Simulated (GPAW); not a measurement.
Crystal: MnO.

```
CELL_PARAMETERS angstrom
0.00000 2.22391 2.22391
2.22391 0.00000 2.22391
2.22391 2.22391 0.00000
ATOMIC_POSITIONS crystal
Mn 0.00000 0.00000 0.00000
O 0.50000 0.50000 0.50000
```

The cell is a database's computed one.

Base run:

* Program: GPAW 26.7.0
* Functional: PBEsol
* Potentials or basis: PAW data sets generated in the run's folder for this functional
* Cutoff: 800 eV
* Basis: pw
* k mesh: 10 × 10 × 10
* Occupations: fermi-dirac, width 0.05 eV
* Spin: collinear spin, ferromagnetic start
* Starting moments: [4.0, 0.0] μB
* Hubbard terms: Mn d U = 2 eV

Its results: pressure 1.9 GPa; net moment 5.00 μB per cell; site moments Mn +4.45; O +0.16 μB.

Question: After a change of settings the same cell gave: pressure 3.5 GPa; net moment 5.00 μB per cell; site moments Mn +4.52; O +0.13 μB. Which change was it?
A. hubbard terms from Mn d U = 2 eV to Mn d U = 4 eV
B. hubbard terms from Mn d U = 2 eV to Mn d U = 8 eV
C. hubbard terms from Mn d U = 2 eV to none

Answer: A.

Caveats: a cell with one magnetic atom can't hold antiferromagnetic order, which such compounds often take.

Runs at the PBE level aren't shown here.
